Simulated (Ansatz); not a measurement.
**Cu (Fm-3m), stationary points along a deformation path**

Method: DFT PBE, scalar-relativistic, plane waves, PAW in Ansatz. The runs took a 650 eV cutoff, a Γ-centred 24×24×24 mesh and Gaussian smearing (0.15 eV). No spin polarisation. Energies are free energies at this smearing, counted from the undisturbed cell; pressure is positive in compression.

The starting cell (as given, not relaxed at this level; it stands at 1.7 GPa):

```
Cu
1.0
     0.00000    1.80750    1.80750
     1.80750    0.00000    1.80750
     1.80750    1.80750    0.00000
Cu
1
Direct
  0.00000 0.00000 0.00000
```

At fixed volume and fractional coordinates, lengths along (0.000, 0.000, 1.000) are scaled against those across it; ρ is that ratio over its starting value. V = 11.810 Å³/atom. Δσ is the stress along the axis less the mean stress across it (compression positive).

| ρ | ΔE (meV/atom) | Δσ (GPa) | space group |
| --- | --- | --- | --- |
| 0.650 | 38.0 | 0.49 | I4/mmm |
| 0.707 | 38.0 | 0.00 | Im-3m |
| 0.780 | 33.8 | 2.10 | I4/mmm |
| 0.850 | 21.7 | 3.41 | I4/mmm |
| 0.920 | 8.1 | 3.32 | I4/mmm |
| 0.960 | 2.2 | 2.13 | I4/mmm |
| 1.000 | 0.0 | 0.00 | Fm-3m |
| 1.050 | 3.9 | -3.42 | I4/mmm |
| 1.100 | 16.6 | -7.72 | I4/mmm |
| 1.200 | 69.9 | -18.26 | I4/mmm |
| 1.300 | 166.0 | -31.02 | I4/mmm |
| 1.414 | 326.9 | -47.32 | I4/mmm |
| 1.500 | 482.4 | -60.01 | I4/mmm |

How does the stress give the slope of the energy, and where is the energy stationary?

Along the path d ln(length) is 2/3 d ln ρ on the axis and −1/3 d ln ρ across it, so dE/d ln ρ = −(2/3) V Δσ: the energy falls with ρ where Δσ is positive. Δσ vanishes or changes sign at ρ = 0.707 (Im-3m), a stationary point at 38.0 meV/atom; at ρ = 1.000 (Fm-3m), a minimum at 0.0 meV/atom. Pairs of stationary points between two samples would go unseen, and could change a minimum read from distant neighbours into a maximum. At ρ = 0.707, 1.000 the cell is cubic, where symmetry alone makes the stress isotropic and the slope zero.

Which shear constant sets the curvature at ρ = 1?

For a cubic crystal E/V = (2/3) C (ln ρ)² with C = C′ = (C11 − C12)/2, so Δσ = −2C ln ρ. The parabola of Δσ against ln ρ through ρ = 0.960, 1 and 1.050 gives C ≈ 30 GPa with the ions clamped, rough because the steps are large. It is the stress–strain coefficient at this cell's pressure of 1.7 GPa, not the zero-pressure constant.

Integrate that slope from ρ = 1 to 1.200 by the trapezoid rule.

With V/N in Å³ and 1 eV/Å³ = 160.2 GPa the slopes at ρ = 1.000, 1.050, 1.100, 1.200 are 0, 168, 380, 897 meV/atom per unit of ln ρ. The steps add 4.1 + 12.7 + 55.5 = 72.4 meV/atom, against 69.9 from the energies; the trapezoid rule misses the curvature of the slope within each step.

In a metal these slopes depend on the k mesh and the smearing.

Cost: 13 runs of about 3.5 core-minutes in all, on Intel Xeon Platinum 8259CL (Skylake/Cascade Lake) (shared hosts).